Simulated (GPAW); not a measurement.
Runs of GPAW 26.7.0 on Bi. It takes space group Im-3m (No. 229, cubic). Conventional cell: a = 3.963 Å, b = 3.963 Å, c = 3.963 Å, α = 90.00°, β = 90.00°, γ = 90.00°. Bi (site symmetry m-3m) is surrounded by 8 Bi at 3.43 Å. This isn't the form of Bi at room conditions, which is rhombohedral.

```csv
task,level,potentials or basis,spin,cell,k mesh,smearing,band path,band points,optimizer,fmax,max steps,gap on the mesh (eV),pressure (GPa),relaxed volume (Å³/atom)
single point,PBE,"GPAW PAW data sets (gpaw-data 1.2.1), pw",off,as given,9 × 9 × 9,gaussian 0.024 eV,-,-,-,-,-,none,(b),-
band structure,revPBE,"the program's PAW data sets (release 1.2.1) made for this functional, pw",off,as given,9 × 9 × 9,fermi-dirac 0.05 eV,"GHNGPH,PN",100,-,-,-,-,1.8,-
relaxation of cell and atoms,revPBE+D4,"the program's PAW data sets (release 1.2.1) made for this functional, pw",off,relaxed,9 × 9 × 9,fermi-dirac 0.05 eV,-,-,LBFGS,0.02 eV/Å,60,none,0.0,29.94
band structure,LDA,"the program's PAW data sets (release 1.2.1) made for this functional, pw",off,as given,9 × 9 × 9,fermi-dirac 0.05 eV,"GHNGPH,PN",100,-,-,-,-,(a),-
relaxation of cell and atoms,PBEsol+D3(BJ),"PAW data sets generated in the run's folder for this functional, pw",off,relaxed to 1 GPa,9 × 9 × 9,fermi-dirac 0.05 eV,-,-,FIRE,0.01 eV/Å,40,none,0.9,-
band structure,PBEsol,"PAW data sets generated in the run's folder for this functional, pw","SOC, no magnetisation",as given,7 × 7 × 7,fermi-dirac 0.05 eV,"GHNGPH,PN",80,-,-,-,-,-1.1,-
relaxation of cell and atoms,RPBE+D4,"the program's PAW data sets (release 1.2.1) made for this functional, pw",off,relaxed,9 × 9 × 9,fermi-dirac 0.05 eV,-,-,LBFGS,0.02 eV/Å,60,none,0.0,29.81
band structure,PBEsol,"PAW data sets generated in the run's folder for this functional, pw",off,as given,9 × 9 × 9,fermi-dirac 0.05 eV,"GHNGPH,PN",80,-,-,-,-,-2.1,-
```

Alike in all rows: cutoff (eV) 600.

Question: Fill in the values left out.

Answer: (a) -3.4; (b) 0.7.

Caveats: spin-orbit coupling is left out, which moves the levels of the heavy elements (some runs); later steps reuse the first step's grids (some runs); pairwise dispersion overbinds metals, which lowers pressure and volume (some runs); spin-orbit coupling was added after a scalar SCF, so levels and gaps hold it while energy, forces, pressure and moments don't (some runs); this program's spin-orbit splittings come out too wide for heavy elements (some runs).

A k mesh can miss the band edges, and rows without SOC leave out spin-orbit coupling on Bi.

A gap of «none» marks a metal or a gap under the smearing width.
